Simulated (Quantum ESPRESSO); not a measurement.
# Y (Fm-3m) in Quantum ESPRESSO: single point with PBE

Aim: the single point of Y with PBE.

All numbers are computed with Quantum ESPRESSO 7.5; they aren't measurements. Logs are shortened: lines on timing, memory, paths and dates and some standing lists are left out, and cuts for length are marked.

**1. The structure**

Symmetry: Fm-3m, No. 225, cubic system. The conventional cell has a = 5.104 Å, b = 5.104 Å, c = 5.104 Å, α = 90.00°, β = 90.00°, γ = 90.00°. Y (site symmetry m-3m) has 12 Y at 3.61 Å as nearest neighbours.

This isn't the form of Y at room conditions, which is hcp.

**2. Single point, PBE**

run.py

```python
import numpy as np
from ase.calculators.espresso import Espresso, EspressoProfile
from ase import Atoms

atoms = Atoms(['Y'],
              cell=[[0.0, 2.5519910612, 2.5519910612], [2.5519910612, 0.0, 2.5519910612], [2.5519910612, 2.5519910612, 0.0]],
              scaled_positions=[[0.0, 0.0, 0.0]],
              pbc=True)

input_data = {
    'control': {'calculation': 'scf', 'prefix': 'pwscf', 'outdir': './tmp', 'tprnfor': True, 'tstress': True, 'disk_io': 'nowf'},
    'system': {'ecutwfc': 55.0, 'ecutrho': 440.0, 'nbnd': 11, 'occupations': 'smearing', 'smearing': 'fd', 'degauss': 0.00367493},
    'electrons': {'conv_thr': 2e-10, 'electron_maxstep': 120, 'mixing_beta': 0.5},
}
pseudopotentials = {'Y': 'Y_pbe_v1.uspp.F.UPF'}
profile = EspressoProfile(command='pw.x', pseudo_dir='pseudo')
dft = Espresso(profile=profile, input_data=input_data, pseudopotentials=pseudopotentials, kpts=(9, 9, 9), koffset=(0, 0, 0))
atoms.calc = dft

print(f'energy {atoms.get_potential_energy():.8f} eV')
print('forces (eV/A)')
print(np.round(atoms.get_forces(), 6))
print('stress (eV/A^3, Voigt)')
print(np.round(atoms.get_stress(), 8))
print(f'Fermi level {dft.get_fermi_level():.4f} eV')
```

Potentials or basis: SSSP 1.3 efficiency PBE.

Run with:

```console
$ OMP_NUM_THREADS=1 python run.py
```

Output:

```text
energy -1190.45878027 eV
forces (eV/A)
[[0. 0. 0.]]
stress (eV/A^3, Voigt)
[ 0.00520963  0.00520963  0.00520963 -0.         -0.         -0.        ]
Fermi level 9.4829 eV
```

espresso.pwi:

```text
&CONTROL
   calculation      = 'scf'
   tstress          = .true.
   tprnfor          = .true.
   outdir           = './tmp'
   prefix           = 'pwscf'
   disk_io          = 'nowf'
   pseudo_dir       = 'pseudo'
/
&SYSTEM
   nbnd             = 11
   ecutwfc          = 55.0
   ecutrho          = 440.0
   occupations      = 'smearing'
   degauss          = 0.00367493
   smearing         = 'fd'
   ntyp             = 1
   nat              = 1
   ibrav            = 0
/
&ELECTRONS
   electron_maxstep = 120
   conv_thr         = 2e-10
   mixing_beta      = 0.5
/
&IONS
/
&CELL
/
&FCP
/
&RISM
/
ATOMIC_SPECIES
Y 88.90584 Y_pbe_v1.uspp.F.UPF

K_POINTS automatic
9 9 9  0 0 0

CELL_PARAMETERS angstrom
0.00000000000000 2.55199106120000 2.55199106120000
2.55199106120000 0.00000000000000 2.55199106120000
2.55199106120000 2.55199106120000 0.00000000000000

ATOMIC_POSITIONS angstrom
Y 0.0000000000 0.0000000000 0.0000000000
```

espresso.pwo:

```text
This program is part of the open-source Quantum ESPRESSO suite
     for quantum simulation of materials; please cite
         "P. Giannozzi et al., J. Phys.:Condens. Matter 21 395502 (2009);
         "P. Giannozzi et al., J. Phys.:Condens. Matter 29 465901 (2017);
         "P. Giannozzi et al., J. Chem. Phys. 152 154105 (2020);
     in publications or presentations arising from this work. More details at

Warning: card &CELL ignored
Warning: card &FCP ignored
Warning: card &RISM ignored

     Message from routine setup:
     using ibrav=0 with symmetry is DISCOURAGED, use correct ibrav instead

     G-vector sticks info
     --------------------
     sticks:   dense  smooth     PW     G-vecs:    dense   smooth      PW
     Sum        1417     703    211                35053    12339    2109

     Using Slab Decomposition

     bravais-lattice index     =            0
     lattice parameter (alat)  =       6.8201  a.u.
     unit-cell volume          =     224.3180 (a.u.)^3
     number of atoms/cell      =            1
     number of atomic types    =            1
     number of electrons       =        11.00
     number of Kohn-Sham states=           11
     kinetic-energy cutoff     =      55.0000  Ry
     charge density cutoff     =     440.0000  Ry
     scf convergence threshold =      2.0E-10
     mixing beta               =       0.5000
     number of iterations used =            8  plain     mixing
     Exchange-correlation= SLA  PW   PBE  PBE
                           (   1   4   3   4   0   0   0)

     celldm(1)=   6.820136  celldm(2)=   0.000000  celldm(3)=   0.000000
     celldm(4)=   0.000000  celldm(5)=   0.000000  celldm(6)=   0.000000

     crystal axes: (cart. coord. in units of alat)
               a(1) = (   0.000000   0.707107   0.707107 )
               a(2) = (   0.707107   0.000000   0.707107 )
               a(3) = (   0.707107   0.707107   0.000000 )

     reciprocal axes: (cart. coord. in units 2 pi/alat)
               b(1) = ( -0.707107  0.707107  0.707107 )
               b(2) = (  0.707107 -0.707107  0.707107 )
               b(3) = (  0.707107  0.707107 -0.707107 )

     PseudoPot. # 1 for Y  read from file:
     Y_pbe_v1.uspp.F.UPF
     Pseudo is Ultrasoft + core correction, Zval = 11.0
     Generated by new atomic code, or converted to UPF format
     Using radial grid of  885 points,  6 beta functions with:
                l(1) =   0
                l(2) =   0
                l(3) =   1
                l(4) =   1
                l(5) =   2
                l(6) =   2
     Q(r) pseudized with  6 coefficients,  rinner =    1.200   1.200   1.200
                                                       1.200   1.200

     atomic species   valence    mass     pseudopotential
     Y                11.00    88.90584     Y ( 1.00)

     48 Sym. Ops., with inversion, found

   Cartesian axes

     site n.     atom                  positions (alat units)
         1        Y      tau(   1) = (   0.0000000   0.0000000   0.0000000  )

     number of k points=    35  Fermi-Dirac smearing, width (Ry)=  0.0037
                       cart. coord. in units 2pi/alat
        k(    1) = (   0.0000000   0.0000000   0.0000000), wk =   0.0027435
        k(    2) = (   0.0785674   0.0785674  -0.0785674), wk =   0.0219479
        k(    3) = (   0.1571348   0.1571348  -0.1571348), wk =   0.0219479
        k(    4) = (   0.2357023   0.2357023  -0.2357023), wk =   0.0219479
        k(    5) = (   0.3142697   0.3142697  -0.3142697), wk =   0.0219479
        k(    6) = (   0.1571348   0.0000000  -0.0000000), wk =   0.0164609
[... 27 lines left out ...]
        k(   34) = (  -0.0000000  -0.4714045   0.6285394), wk =   0.0658436
        k(   35) = (  -0.0785674  -0.3928371   0.7071068), wk =   0.0658436

     Dense  grid:    35053 G-vectors     FFT dimensions: (  45,  45,  45)

     Smooth grid:    12339 G-vectors     FFT dimensions: (  36,  36,  36)

     Check: negative core charge=   -0.000001

     Initial potential from superposition of free atoms

     starting charge      10.9955, renormalised to      11.0000

     negative rho (up, down):  4.265E-02 0.000E+00
     Starting wfcs are   13 randomized atomic wfcs

     Self-consistent Calculation

     iteration #  1     ecut=    55.00 Ry     beta= 0.50
     Davidson diagonalization with overlap
     ethr =  1.00E-02,  avg # of iterations =  3.3

     Threshold (ethr) on eigenvalues was too large:
     Diagonalizing with lowered threshold

     Davidson diagonalization with overlap
     ethr =  4.08E-05,  avg # of iterations =  4.3

     negative rho (up, down):  4.249E-02 0.000E+00

     total energy              =     -87.49651364 Ry
     estimated scf accuracy    <       0.00548015 Ry

     iteration #  2     ecut=    55.00 Ry     beta= 0.50
     Davidson diagonalization with overlap
     ethr =  4.98E-05,  avg # of iterations =  1.5

     negative rho (up, down):  4.253E-02 0.000E+00

     total energy              =     -87.49704175 Ry
     estimated scf accuracy    <       0.00050748 Ry

     iteration #  3     ecut=    55.00 Ry     beta= 0.50
     Davidson diagonalization with overlap
     ethr =  4.61E-06,  avg # of iterations =  2.3

     negative rho (up, down):  4.256E-02 0.000E+00

     total energy              =     -87.49711117 Ry
     estimated scf accuracy    <       0.00004130 Ry

     iteration #  4     ecut=    55.00 Ry     beta= 0.50
     Davidson diagonalization with overlap
     ethr =  3.75E-07,  avg # of iterations =  1.6

     negative rho (up, down):  4.252E-02 0.000E+00

     total energy              =     -87.49711394 Ry
     estimated scf accuracy    <       0.00000048 Ry

     iteration #  5     ecut=    55.00 Ry     beta= 0.50
     Davidson diagonalization with overlap
     ethr =  4.36E-09,  avg # of iterations =  2.5

     negative rho (up, down):  4.251E-02 0.000E+00

     total energy              =     -87.49711414 Ry
     estimated scf accuracy    <       0.00000013 Ry

     iteration #  6     ecut=    55.00 Ry     beta= 0.50
     Davidson diagonalization with overlap
     ethr =  1.21E-09,  avg # of iterations =  1.9

     negative rho (up, down):  4.251E-02 0.000E+00

     total energy              =     -87.49711416 Ry
     estimated scf accuracy    <          4.0E-10 Ry

     iteration #  7     ecut=    55.00 Ry     beta= 0.50
     Davidson diagonalization with overlap
     ethr =  3.62E-12,  avg # of iterations =  3.8

     negative rho (up, down):  4.250E-02 0.000E+00

     total energy              =     -87.49711416 Ry
     estimated scf accuracy    <          2.3E-10 Ry

     iteration #  8     ecut=    55.00 Ry     beta= 0.50
     Davidson diagonalization with overlap
     ethr =  2.11E-12,  avg # of iterations =  1.1

     negative rho (up, down):  4.250E-02 0.000E+00

     End of self-consistent calculation

          k = 0.0000 0.0000 0.0000 (  1471 PWs)   bands (ev):

   -33.2625 -12.9862 -12.9862 -12.9862   4.7679  11.2179  11.2179  11.2179
    13.1734  13.1734  18.3597

          k = 0.0786 0.0786-0.0786 (  1522 PWs)   bands (ev):

   -33.2556 -13.0508 -12.9945 -12.9945   5.0625  10.9018  11.3487  11.3487
    13.0385  13.0385  19.0009

          k = 0.1571 0.1571-0.1571 (  1534 PWs)   bands (ev):

   -33.2380 -13.2106 -13.0152 -13.0152   5.8556  10.2984  11.4862  11.4862
    13.0455  13.0455  18.7657

          k = 0.2357 0.2357-0.2357 (  1540 PWs)   bands (ev):

   -33.2179 -13.3866 -13.0386 -13.0386   6.8331   9.9108  11.2910  11.2910
    13.6974  13.6974  17.7124

          k = 0.3143 0.3143-0.3143 (  1538 PWs)   bands (ev):

   -33.2047 -13.4983 -13.0538 -13.0538   7.4451   9.9596  11.0874  11.0874
    14.4511  14.4511  17.1220

          k = 0.1571 0.0000-0.0000 (  1515 PWs)   bands (ev):

   -33.2533 -13.0492 -13.0086 -13.0086   5.1601  10.7574  11.4422  11.4422
    12.6188  13.3128  19.2474

          k = 0.2357 0.0786-0.0786 (  1530 PWs)   bands (ev):

   -33.2393 -13.1676 -13.0338 -13.0255   5.7900  10.2643  11.5230  11.6683
    12.3759  13.4517  19.7233

          k = 0.3143 0.1571-0.1571 (  1551 PWs)   bands (ev):

   -33.2200 -13.3307 -13.0582 -13.0527   6.7442   9.8318  11.0832  11.6166
    13.1000  13.9537  18.4709

          k = 0.3928 0.2357-0.2357 (  1544 PWs)   bands (ev):

   -33.2045 -13.4568 -13.0829 -13.0705   7.5568   9.7049  10.8202  11.3897
    14.1638  14.5585  17.2706

          k =-0.2357-0.3928 0.3928 (  1535 PWs)   bands (ev):

   -33.2001 -13.4911 -13.1013 -13.0650   7.7763   9.7612  10.7988  11.2847
    14.3953  14.8980  16.8095

          k =-0.1571-0.3143 0.3143 (  1544 PWs)   bands (ev):

   -33.2089 -13.4203 -13.0985 -13.0443   7.3514   9.7791  10.8586  11.4096
    13.4863  14.6743  17.6926

          k =-0.0786-0.2357 0.2357 (  1535 PWs)   bands (ev):

   -33.2267 -13.2766 -13.0737 -13.0179   6.4178  10.0237  11.1852  11.7042
    12.5867  13.8722  18.8480

          k =-0.0000-0.1571 0.1571 (  1538 PWs)   bands (ev):

   -33.2451 -13.1296 -13.0327 -12.9982   5.5274  10.5084  11.4204  11.5837
    12.5625  13.2929  19.8758

          k = 0.3143 0.0000-0.0000 (  1539 PWs)   bands (ev):

   -33.2299 -13.2021 -13.0649 -13.0649   6.2031   9.8627  11.4623  12.1160
    12.1160  13.6917  20.9724

          k = 0.3928 0.0786-0.0786 (  1543 PWs)   bands (ev):
[... 56 lines left out ...]
   -33.2244 -13.2603 -13.0933 -13.0398   6.5152   9.8653  11.0548  12.1985
    12.2536  13.9650  19.5881

          k = 0.3928 0.2357-0.0786 (  1549 PWs)   bands (ev):

   -33.2075 -13.3706 -13.1442 -13.0652   7.4709   9.6079  10.4729  11.9686
    13.1423  14.8054  18.2366

          k =-0.2357-0.3928 0.5500 (  1543 PWs)   bands (ev):

   -33.1963 -13.4446 -13.1682 -13.0874   8.1669   9.4367  10.3704  11.7451
    14.1040  15.2682  16.7347

          k = 0.4714 0.1571-0.0000 (  1544 PWs)   bands (ev):

   -33.2009 -13.3750 -13.1614 -13.1132   7.6639   9.2450  10.3887  12.8437
    13.2753  14.7911  18.4637

          k =-0.1571-0.4714 0.6285 (  1544 PWs)   bands (ev):

   -33.1906 -13.4050 -13.2241 -13.1327   8.3727   9.2013  10.0914  12.5567
    14.1392  15.5027  16.8245

          k =-0.0786-0.3928 0.5500 (  1549 PWs)   bands (ev):

   -33.1882 -13.3879 -13.2758 -13.1252   8.9583   8.9977  10.0060  12.2451
    14.1268  15.5101  16.8330

          k =-0.0000-0.3143 0.4714 (  1547 PWs)   bands (ev):

   -33.1949 -13.3774 -13.2446 -13.0953   8.3745   9.6372   9.6964  12.2588
    13.4530  15.3820  17.7565

          k =-0.0786-0.5500 0.7071 (  1553 PWs)   bands (ev):

   -33.1855 -13.4374 -13.2054 -13.1695   8.0784   8.8920  10.7226  13.4336
    14.6208  15.4263  17.0867

          k =-0.0000-0.4714 0.6285 (  1546 PWs)   bands (ev):

   -33.1839 -13.3973 -13.2736 -13.1616   8.4854   9.0932  10.3686  12.6877
    14.6984  15.8830  16.4449

          k =-0.0786-0.3928 0.7071 (  1560 PWs)   bands (ev):

   -33.1847 -13.3628 -13.2962 -13.1673   8.7241   9.5012   9.7674  12.2194
    14.6536  15.9660  17.3751

     the Fermi energy is     9.4829 ev

!    total energy              =     -87.49711416 Ry
     estimated scf accuracy    <          6.3E-12 Ry
     smearing contrib. (-TS)   =      -0.00102383 Ry
     internal energy E=F+TS    =     -87.49609033 Ry

     The total energy is F=E-TS. E is the sum of the following terms:
     one-electron contribution =     -21.32665270 Ry
     hartree contribution      =      13.25207638 Ry
     xc contribution           =     -21.90353287 Ry
     ewald contribution        =     -57.51798115 Ry

     convergence has been achieved in   8 iterations

     negative rho (up, down):  4.250E-02 0.000E+00

     Forces acting on atoms (cartesian axes, Ry/au):

     atom    1 type  1   force =     0.00000000    0.00000000    0.00000000

     Total force =     0.000000     Total SCF correction =     0.000000

     Computing stress (Cartesian axis) and pressure

     negative rho (up, down):  4.250E-02 0.000E+00
          total   stress  (Ry/bohr**3)                   (kbar)     P=       -8.35
  -0.00005674   0.00000000   0.00000000           -8.35        0.00        0.00
   0.00000000  -0.00005674   0.00000000            0.00       -8.35        0.00
   0.00000000   0.00000000  -0.00005674            0.00        0.00       -8.35

=------------------------------------------------------------------------------=
   JOB DONE.
=------------------------------------------------------------------------------=
```

It took 14 s on 1 thread of Arm Neoverse V1, shared host; peak memory 0.15 GiB.

Results:

```yaml
Free_energy: -1190.4589 eV
Pressure: -0.8 GPa
Band_gap_on_the_k_mesh: none (metal or under the smearing width)
```
